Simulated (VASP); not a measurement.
# KI: band structure with PBE

**Measured values to compare with.**

A printed reference work, monograph reports, for a bulk crystal of KI: band gap 6.32 eV.

KI:

```
K I
1.0
     0.00000    3.50812    3.50812
     3.50812    0.00000    3.50812
     3.50812    3.50812    0.00000
K I
1 1
Direct
  0.00000 0.00000 0.00000
  0.50000 0.50000 0.50000
```

```
Program                            : VASP 6.6.1
Task                               : band structure
Functional                         : PBE
Potentials or basis                : VASP PAW PBE potentials, release 64 (K_sv, I)
Cutoff                             : 520 eV
k mesh                             : 4 × 4 × 4
Occupations                        : gaussian, width 0.03 eV
Spin                               : no spin polarisation
Grid for exact exchange (PRECFOCK) : Fast
Further INCAR settings             : ALGO = Normal; EDIFF = 1e-07
```

```yaml
Pressure: 0.9 GPa
Band_gap_on_the_k_mesh: 4.01 eV, direct
Band_gap_along_the_path: 4.01 eV, direct
```

Levels at points of the mesh, in eV from the valence-band top:
```csv
k point,band 6,band 7,band 8,band 9,band 10,band 11
"(0.00, 0.00, 0.00)",0.00,0.00,0.00,4.01,6.49,6.49
"(0.50, 0.00, 0.00)",-1.37,-0.35,-0.35,5.54,7.77,8.19
"(0.50, 0.50, 0.00)",-1.03,-0.38,-0.38,4.90,5.81,8.12
```

Run time: 6 s on 4 MPI ranks on Intel(R) Xeon(R) 6975P-C (Granite Rapids), on a shared host, peak memory 0.23 GiB a rank.

Measured gap of KI: 6.32 eV (a printed reference work, monograph). This calculation gives 4.01 eV (-2.31 eV). Spin-orbit coupling on I is left out. The value is that of PBE, without temperature or zero-point motion. Semilocal functionals fall short of measured gaps as a rule.

Caveat: spin-orbit coupling is left out, which moves the levels of the heavy elements.
